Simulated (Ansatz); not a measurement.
Space group P6_3/mmc (No. 194). a = 3.188 Å, b = 3.188 Å, c = 14.856 Å, α = 90.00°, β = 90.00°, γ = 120.00°
```json
{"atom": "W", "site": "2c", "symmetry": "-6m2", "x": "0.3333", "y": "0.6667", "z": "0.2500"}
{"atom": "S", "site": "4f", "symmetry": "3m.", "x": "0.3333", "y": "0.6667", "z": "0.6442"}
```

Equation of state of this WS₂ structure (not necessarily the ground state), with shape and atoms relaxed at each volume where symmetry leaves them free. Computed with Ansatz, DFT PBE, scalar-relativistic, plane waves, PAW.

Settings: cutoff 420 eV, Γ-centred mesh 12×12×2 on the computed 6-atom cell, Gaussian smearing of 0.02 eV; no spin polarisation.

```json
{"V (Å³/atom)": "20.482", "E − E(largest V) (meV/atom)": "0.47", "P (GPa)": "0.25", "gap on mesh (eV)": "1.52"}
{"V (Å³/atom)": "21.136", "E − E(largest V) (meV/atom)": "-0.08", "P (GPa)": "0.04", "gap on mesh (eV)": "1.57"}
{"V (Å³/atom)": "21.790", "E − E(largest V) (meV/atom)": "-0.23", "P (GPa)": "0.00", "gap on mesh (eV)": "1.63"}
{"V (Å³/atom)": "22.443", "E − E(largest V) (meV/atom)": "-0.17", "P (GPa)": "0.03", "gap on mesh (eV)": "1.68"}
{"V (Å³/atom)": "23.097", "E − E(largest V) (meV/atom)": "0.00", "P (GPa)": "0.02", "gap on mesh (eV)": "1.71"}
```

Task: Fit a third-order Birch–Murnaghan equation to E(V).

Result: V0 = 21.84 Å³/atom, B0 = 2 GPa, B0' = 21.9. B0' is unusual or poorly fixed by this range.

Spin-orbit coupling is left out, which matters for the bands of heavy elements. The cell holds layers, and where no dispersion correction was added their binding is poorly described.

Cost: 5 runs of about 1.8 core-minutes in all, on Intel Xeon 6975P-C (Granite Rapids) (shared hosts).